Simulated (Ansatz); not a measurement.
NbP: what changed settings do

All trials start from this Ansatz input:

```yaml
crystal:
  lattice:
    - [-1.6625, 1.6625, 5.69]
    - [1.6625, -1.6625, 5.69]
    - [1.6625, 1.6625, -5.69]
  atoms:
    - { symbol: Nb, position: [0.0, 0.0, 0.0] }
    - { symbol: Nb, position: [0.75, 0.25, 0.5] }
    - { symbol: P, position: [0.5, 0.5, 0.0] }
    - { symbol: P, position: [0.25, 0.75, 0.5] }
basis:
  ecutwfc: 420
kpoints:
  mp_grid: { grid: [6, 6, 6] }
hamiltonian:
  xc: pbe
scf:
  occupations: { method: gaussian, width: 0.1 }
output:
  forces: true
  stress: true
  eigenvalues: true
```

Command:

```bash
ansatz run input.yaml --threads 1 --pin off --max-ram 1331MiB --backend cpu --events-out ev --progress --plain --runs-dir out
```

The run converges in 6 SCF iterations on 30 irreducible k-points: pressure 19.17 GPa, no gap. It ran for 4.3 s on 1 thread of Arm Neoverse N1, on a shared host, peak memory 0.39 GiB.

Settings here are deliberately varied, not converged. Each trial's input is given as a difference from the reference's; energies are extrapolated to zero smearing where there is one, and pressure is positive in compression.

Trial 1:

```diff
 hamiltonian:
+  dispersion: d4
 scf:
+  mixing: { beta: 0.65, preconditioner: local_kerker }
+  initial_density: { chi_scale: 0, normalization: atom }
+  convergence: { dr2_threshold: -1.0e-06 }
+  max_iter: 95
```

The program refuses the input:

```text
Error: invalid value for `scf.convergence.dr2_threshold`: must be finite and > 0; got -0.000001 eV
```

Next try, with these keys changed back:

```diff
 scf:
-  convergence: { dr2_threshold: -1.0e-06 }
```

The run converges in 6 SCF iterations on 30 irreducible k-points: pressure 15.13 GPa, no gap. It took 6.6 s.

Trial 2:

```diff
 kpoints:
-  mp_grid: { grid: [6, 6, 6] }
+  mp_grid: { grid: [2, 2, 2] }
 hamiltonian:
+  dispersion: d3bjatm
 scf:
+  eigensolver: { mixed_precision: false }
+  max_iter: 300
```

The run converges in 6 SCF iterations on 4 irreducible k-points: pressure 17.78 GPa, no gap. It took 1.6 s.

Trial 3 (volume scaled):

```diff
 crystal:
   lattice:
-    - [-1.6625, 1.6625, 5.69]
-    - [1.6625, -1.6625, 5.69]
-    - [1.6625, 1.6625, -5.69]
+    - [-1.7057010068, 1.7057010068, 5.837857882]
+    - [1.7057010068, -1.7057010068, 5.837857882]
+    - [1.7057010068, 1.7057010068, -5.837857882]
 basis:
-  ecutwfc: 420
+  ecutwfc: "8 Ha"
 kpoints:
-  mp_grid: { grid: [6, 6, 6] }
+  mp_grid: { grid: [2, 2, 2] }
 hamiltonian:
+  hubbard:
+    sites: [{ species: Nb, l: d, u: 3.2, j: 0.45 }]
+    projectors: atomic
 scf:
-  occupations: { method: gaussian, width: 0.1 }
+  occupations: { method: cold, width: 0.027 }
+  n_extra_bands: 30
+  max_iter: 300
```

The run converges in 7 SCF iterations on 4 irreducible k-points: pressure 1.78 GPa (unreliable at so low a cutoff), no gap. It took 1.1 s. It warns that the cutoff lies under the recommended one, 420 eV for these potentials; that the count of filled bands differs between k-points. Under a U the state reached may not be the lowest.

Trial 4:

```diff
 scf:
-  occupations: { method: gaussian, width: 0.1 }
+  occupations: { method: methfessel_paxton }
```

The run converges in 5 SCF iterations on 30 irreducible k-points: energy 0.16 meV per atom above the reference, pressure 19.12 GPa, no gap. It took 4.6 s.

Trial 5:

```diff
 basis:
-  ecutwfc: 420
+  ecutwfc: "21 Ha"
 scf:
+  n_extra_bands: 20
```

The run converges in 6 SCF iterations on 30 irreducible k-points: energy 0.60 meV per atom below the reference, pressure 19.16 GPa, no gap. It took 9.5 s.

Trial 6:

```diff
 basis:
-  ecutwfc: 420
+  ecutwfc: "17 Ha"
```

The run converges in 6 SCF iterations on 30 irreducible k-points: energy 0.32 meV per atom below the reference, pressure 19.17 GPa, no gap. It took 4.6 s.

Trial 7:

```diff
 hamiltonian:
-  xc: pbe
+  xc: pbesol
```

The run converges in 6 SCF iterations on 30 irreducible k-points: pressure 13.59 GPa, no gap. It took 4.4 s.

Trial 8:

```diff
 crystal:
   lattice:
-    - [-1.6625, 1.6625, 5.69]
-    - [1.6625, -1.6625, 5.69]
-    - [1.6625, 1.6625, -5.69]
+    - [-1.6897589432, 1.6897589432, 5.7832952703]
+    - [1.6897589432, -1.6897589432, 5.7832952703]
+    - [1.6897589432, 1.6897589432, -5.7832952703]
 basis:
-  ecutwfc: 420
+  ecutwfc: 150
+  ecutrho_ratio: 2.5
+  precision: f64
 kpoints:
-  mp_grid: { grid: [6, 6, 6] }
+  mp_grid: { grid: [2, 2, 2], shift: [0.29, 0.26, 0.43] }
 hamiltonian:
-  xc: pbe
+  xc: blyp
+  hubbard: { sites: [{ species: Nb, l: d, u: 8.0, j: 0.97 }] }
 scf:
-  occupations: { method: gaussian, width: 0.1 }
+  occupations: { method: fermi_dirac, width: 0.025 }
+  algorithm: density_mixing
+  convergence: { dr2_threshold: "1e-9 eV" }
+  max_iter: 92
 output:
+  optics: { e_range: [0, 10], sigma: 0.2 }
```

The program refuses the input:

```text
Error: YAML parse error: error: line 13 column 18: invalid u32
```

Trial 9:

```diff
 basis:
-  ecutwfc: 420
+  ecutwfc: "10 Ha"
 kpoints:
-  mp_grid: { grid: [6, 6, 6] }
+  mp_grid: { grid: [-2, 2, 2] }
 hamiltonian:
+  dispersion: rvv10
 scf:
-  occupations: { method: gaussian, width: 0.1 }
+  occupations: { method: fixed }
+  max_iter: 61
```

The program refuses the input:

```text
Error: YAML parse error: error: line 14 column 21: invalid u32
```

Next try, with these keys changed back:

```diff
 kpoints:
-  mp_grid: { grid: [-2, 2, 2] }
+  mp_grid: { grid: [6, 6, 6] }
```

The program refuses the input:

```text
Error: inconsistent input (hamiltonian.dispersion, hamiltonian.xc): `dispersion: rvv10` has no transferable b for PBE exchange — Sabatini et al. (2013) fitted b=6.3 to rPW86, and the PBE refits of Peng & Perdew (2017) are task-dependent (b=6.6 S22 / b=10.0 layered). Use `xc: {exchange: rpw86 …
```

Next try, with these keys changed back:

```diff
 hamiltonian:
-  dispersion: rvv10
```

The run converges in 7 SCF iterations on 30 irreducible k-points: energy 180 meV per atom above the reference, pressure 19.86 GPa, no gap. It took 3.1 s. It warns that bands overlap at the filling; that the cutoff lies under the recommended one, 420 eV for these potentials; that the bands looked metallic on the way.

Trial 10:

```diff
 basis:
+  ecutrho_ratio: 6
```

The run converges in 6 SCF iterations on 30 irreducible k-points: the reference's energy to 0.01 meV per atom, pressure 19.17 GPa, no gap. It took 4.1 s.